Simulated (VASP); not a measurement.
# Ag (Im-3m) in VASP: further runs, part 2 of 2

VASP 6.6.1. The steps go on from the part before.

## 3. Relaxation of cell and atoms, PBEsol+D4

INCAR reads:

```
PREC = Accurate ; ENCUT = 600
EDIFF = 1E-6 ; ISMEAR = -1
SIGMA = 0.05 ; LREAL = F
LASPH = T ; NELM = 100
ALGO = Normal ; ISIF = 3
LWAVE = F ; LCHARG = F
GGA = PS ; IVDW = 13
IBRION = 2 ; NSW = 60
EDIFFG = -0.02
```

KPOINTS reads:

```
Automatic mesh
0
Gamma
  11 11 11
```

POSCAR reads:

```
Ag
1.0
   -1.6556540000      1.6556540000      1.6556540000
    1.6556540000     -1.6556540000      1.6556540000
    1.6556540000      1.6556540000     -1.6556540000
Ag
1
Direct
    0.0000000000      0.0000000000      0.0000000000
```

Potentials or basis: VASP PAW PBE potentials, release 64 (Ag).

On the command line:

```bash
> cat potpaw_PBE.64/Ag/POTCAR > POTCAR
> mpirun -np 1 vasp_std > vasp.out
```

OUTCAR:

```text
PREC = Accurate
   ENCUT = 600
   EDIFF = 1E-6
   ISMEAR = -1
   LREAL = F
   LASPH = T
   NELM = 100
   ISIF = 3
   GGA = PS
   IVDW = 13
   IBRION = 2
   NSW = 60
   EDIFFG = -0.02

 ion  position               nearest neighbor table
   1  0.000  0.000  0.000-

  LATTYP: Found a body centered cubic cell.
 ALAT       =     3.3113080000

  Lattice vectors:

 A1 = (  -1.6556540000,   1.6556540000,   1.6556540000)
 A2 = (   1.6556540000,  -1.6556540000,   1.6556540000)
 A3 = (   1.6556540000,   1.6556540000,  -1.6556540000)

Analysis of symmetry for initial positions (statically):
=====================================================================
 Subroutine PRICEL returns:
 Original cell was already a primitive cell.

 Routine SETGRP: Setting up the symmetry group for a
 body centered cubic supercell.

 Subroutine GETGRP returns: Found 48 space group operations
 (whereof 48 operations were pure point group operations)
 out of a pool of 48 trial point group operations.

The static configuration has the point symmetry O_h .

Analysis of symmetry for dynamics (positions and initial velocities):
=====================================================================
 Subroutine PRICEL returns:
 Original cell was already a primitive cell.

 Routine SETGRP: Setting up the symmetry group for a
 body centered cubic supercell.

 Subroutine GETGRP returns: Found 48 space group operations
 (whereof 48 operations were pure point group operations)
 out of a pool of 48 trial point group operations.

The dynamic configuration has the point symmetry O_h .

 Subroutine INISYM returns: Found 48 space group operations
 (whereof 48 operations are pure point group operations),
 and found     1 'primitive' translations

----------------------------------------------------------------------------------------

                                     Primitive cell

  volume of cell :      18.1538

  direct lattice vectors                    reciprocal lattice vectors
    -1.655654000  1.655654000  1.655654000     0.000000000  0.301995465  0.301995465
     1.655654000 -1.655654000  1.655654000     0.301995465  0.000000000  0.301995465
     1.655654000  1.655654000 -1.655654000     0.301995465  0.301995465  0.000000000

  length of vectors
     2.867676848  2.867676848  2.867676848     0.427086083  0.427086083  0.427086083

  position of ions in fractional coordinates (direct lattice)
     0.000000000  0.000000000  0.000000000

  ion indices of the primitive-cell ions
   primitive index   ion index
                 1           1

----------------------------------------------------------------------------------------

 KPOINTS: Automatic mesh

Automatic generation of k-mesh.
 Grid dimensions read from file:
 generate k-points for:   11   11   11

 Generating k-lattice:

  Cartesian coordinates                     Fractional coordinates (reciprocal lattice)
     0.000000000  0.027454133  0.027454133     0.090909091  0.000000000  0.000000000
     0.027454133  0.000000000  0.027454133     0.000000000  0.090909091  0.000000000
     0.027454133  0.027454133  0.000000000     0.000000000  0.000000000  0.090909091

  Length of vectors
     0.038826008  0.038826008  0.038826008

  Shift w.r.t. Gamma in fractional coordinates (k-lattice)
     0.000000000  0.000000000  0.000000000

 Subroutine IBZKPT returns following result:
 ===========================================

 Found     56 irreducible k-points:

 Following reciprocal coordinates:
            Coordinates               Weight
  0.000000  0.000000  0.000000      1.000000
  0.090909  0.000000  0.000000     12.000000
  0.181818  0.000000  0.000000     12.000000
  0.272727  0.000000  0.000000     12.000000
  0.363636  0.000000  0.000000     12.000000
  0.454545  0.000000  0.000000     12.000000
[... 16 lines left out ...]
  0.272727  0.181818  0.090909     48.000000
  0.363636  0.181818  0.090909     24.000000
 [... further k-points ...]
   k-points           NKPTS =     56   k-points in BZ     NKDIM =     56   number of bands    NBANDS=      9
   number of dos      NEDOS =    301   number of ions     NIONS =      1
   total plane-waves  NPLWV =  13824
   dimension x,y,z NGX =    24 NGY =   24 NGZ =   24
   dimension x,y,z NGXF=    48 NGYF=   48 NGZF=   48
   ions per type =               1
   NGX,Y,Z   is equivalent  to a cutoff of  13.91, 13.91, 13.91 a.u.
   NGXF,Y,Z  is equivalent  to a cutoff of  27.83, 27.83, 27.83 a.u.
 SYSTEM =  unknown system
   PREC   = accura    normal or accurate (medium, high low for compatibility)
   ISTART =      0    job   : 0-new  1-cont  2-samecut
   ICHARG =      2    charge: 1-file 2-atom 10-const
   ISPIN  =      1    spin polarized calculation?
   LNONCOLLINEAR =      F non collinear calculations
   LSORBIT =      F    spin-orbit coupling
   LASPH  =      T    aspherical Exc in radial PAW
   ENCUT  =  600.0 eV  44.10 Ry    6.64 a.u.   5.73  5.73  5.73*2*pi/ulx,y,z
   NELM   =    100;   NELMIN=  2; NELMDL= -5     # of ELM steps
   EDIFF  = 0.1E-05   stopping-criterion for ELM
   LREAL  =      F    real-space projection
   EDIFFG = -.2E-01   stopping-criterion for IOM
   NSW    =     60    number of steps for IOM
   IBRION =      2    ionic relax: 0-MD 1-quasi-New 2-CG
   NFREE  =      1    steps in history (QN), initial steepest desc. (CG)
   ISIF   =      3    stress and relaxation
   ISYM   =      2    0-nonsym 1-usesym 2-fastsym
   POTIM  = 0.5000    time-step for ionic-motion
   TEBEG  =    0.0;   TEEND  =   0.0 temperature during run
   PSTRESS=    0.0 pullay stress
   NELECT =      11.0000    total number of electrons
   NUPDOWN=      -1.0000    fix difference up-down
   EMIN   =  10.00;   EMAX   =-10.00  energy-range for DOS
   EFERMI =   0.00;   METHOD = LEGACY
   ISMEAR =    -1;   SIGMA  =   0.05  broadening in eV -4-tet -1-fermi 0-gaus
   EFERMI_NEDOS =   21; number of points for ismear=-14 and -15
   IALGO  =     38    algorithm
   IMIX   =      4    mixing-type and parameters
     AMIX     =   0.40;   BMIX     =  1.00
     AMIX_MAG =   1.60;   BMIX_MAG =  1.00
  volume/ion in A,a.u.               =      18.15       122.51
  Fermi-wavevector in a.u.,A,eV,Ry     =   1.385318  2.617871 26.111022  1.919106
  Thomas-Fermi vector in A             =   2.509739
   LORBIT       =      0    0 simple, 1 ext, 2 COOP (PROOUT), +10 PAW based schemes
   GGA     = PS    functional components
   LHFCALC =     F    Hartree Fock is set to
   AEXX    =    0.0000 exact exchange contribution
   IVDW    =    13    specifies the selected vdW correction
   LEPSILON=     F    determine dielectric tensor
   LRPA    =     F    only Hartree local field effects (RPA)
 conjugate gradient relaxation of ions
 non-spin polarized calculation
  energy-cutoff  :      600.00
  volume of cell :       18.15
 maximum number of plane-waves:       621
   NGX = 11   NGY = 11   NGZ = 11

--------------------------------------- Ionic step        1  -------------------------------------------

 number of electron      11.0000001 magnetization

 Free energy of the ion-electron system (eV)
  ---------------------------------------------------
  ext. energy  EPLUGINS =         0.00000000
  ---------------------------------------------------
  free energy    TOTEN  =        -3.24699455 eV

  energy without entropy =       -3.24352527  energy(sigma->0) =       -3.24525991

------------------------ aborting loop because EDIFF is reached ----------------------------------------

  DFT-D4 for vdW energy calculation

  Edisp (eV):   -0.31208
[... 69 lines left out ...]
--------------------------------------- Ionic step        3  -------------------------------------------

 number of electron      10.9999998 magnetization

 Free energy of the ion-electron system (eV)
  ---------------------------------------------------
  ext. energy  EPLUGINS =         0.00000000
  ---------------------------------------------------
  free energy    TOTEN  =        -3.27843031 eV

  energy without entropy =       -3.27388974  energy(sigma->0) =       -3.27616003

 E-fermi :   8.8021     XC(G=0): -12.6618

 val. band max:        8.7815990274   @ k =  -0.2727   0.4545   0.0909
 cond. band min:       8.8634049111   @ k =  -0.4545   0.4545   0.0909
 fundamental gap:      0.0818058838
 Fermi energy:         8.8021087424

 k-point     1 :       0.0000    0.0000    0.0000
  band No.  band energies     occupation
      1       0.6884      2.00000
      2       3.7791      2.00000
      3       3.7791      2.00000
      4       3.7791      2.00000
      5       5.2246      2.00000
      6       5.2246      2.00000
      7      26.9153      0.00000
      8      26.9153      0.00000
      9      26.9153      0.00000
[... 265 lines left out ...]
 k-point    24 :       0.3636    0.1818    0.0909
  band No.  band energies     occupation
      1       2.7830      2.00000
      2       3.1026      2.00000
      3       4.4941      2.00000
      4       5.2793      2.00000
      5       5.4097      2.00000
      6      11.6598      0.00000
      7      13.5223      0.00000
      8      17.9602      0.00000
      9      20.5403      0.00000

 [... further k-points ...]

------------------------ aborting loop because EDIFF is reached ----------------------------------------

  DFT-D4 for vdW energy calculation

  Edisp (eV):   -0.34426
[... 24 lines left out ...]
  FREE ENERGIE OF THE ION-ELECTRON SYSTEM (eV)
  ---------------------------------------------------
  free  energy   TOTEN  =        -3.6226948012 eV

  energy  without entropy=       -3.6181542260  energy(sigma->0) =       -3.62042451

 reached required accuracy - stopping structural energy minimisation
```

Run time: 18 s. Hardware: 1 thread of Intel Xeon Platinum 8259CL at 2.50GHz (Skylake/Cascade Lake), shared host; peak memory 0.15 GiB.

What came out:

```yaml
Free_energy: -3.6227 eV
Relaxed_volume: 16.35 Å³/atom
Relaxed_cell: a = 2.770 Å, b = 2.770 Å, c = 2.770 Å, α = 109.47°, β = 109.47°, γ = 109.47°
Space_group_after_relaxing_to_0.05_Å: Im-3m (No. 229)
Energy_gained_by_relaxing: 63.6 meV/atom
Ionic_steps: 3
Pressure_after_relaxing: -0.1 GPa
Band_gap_on_the_k_mesh: none (metal or under the smearing width)
Dispersion_energy_per_atom: -0.344 eV
```

The path:
```csv
step,energy change (eV),largest force (eV/Å),pressure (GPa),volume (Å³)
1,0.0000,0.0000,-10.04,18.15
2,-0.0347,0.0000,9.76,15.33
3,-0.0636,0.0000,-0.08,16.35
```

Final structure:
```yaml
crystal:
  lattice:
    - [-1.59902, 1.59902, 1.59902]
    - [1.59902, -1.59902, 1.59902]
    - [1.59902, 1.59902, -1.59902]
  atoms:
    - { symbol: Ag, position: [0.00000, 0.00000, 0.00000] }
```

Caveat: the PAW data sets were made with another functional, which shifts forces and pressure a little; pairwise dispersion overbinds metals, which lowers pressure and volume.

## 4. The reference run

An earlier run on the cell as given: functional PBE; potentials or basis VASP PAW PBE potentials, release 64 (Ag); cutoff 520 eV; k mesh 11 × 11 × 11; occupations fermi-dirac, width 0.05 eV; no spin polarisation.

* Pressure: -0.9 GPa
* Band gap on the k mesh: none (metal or under the smearing width)

## 5. Overview

```tsv
task	level	cell	cutoff (eV)	gap on the mesh (eV)	pressure (GPa)	relaxed volume (Å³/atom)
relaxation of cell and atoms	PBEsol+D3(BJ)	relaxed	600	none	-0.2	16.04
relaxation of cell and atoms	PBEsol+D4	relaxed	600	none	-0.1	16.35
single point	PBE	as given	520	none	-0.9	-
```

Alike in all rows: potentials or basis VASP PAW PBE potentials, release 64 (Ag); no spin polarisation; k mesh 11 × 11 × 11; smearing fermi-dirac 0.05 eV.

Caveats: the PAW data sets were made with another functional, which shifts forces and pressure a little (some runs); pairwise dispersion overbinds metals, which lowers pressure and volume (some runs).

Total energies depend on the potentials used, so only differences within one code and one set of settings carry meaning.
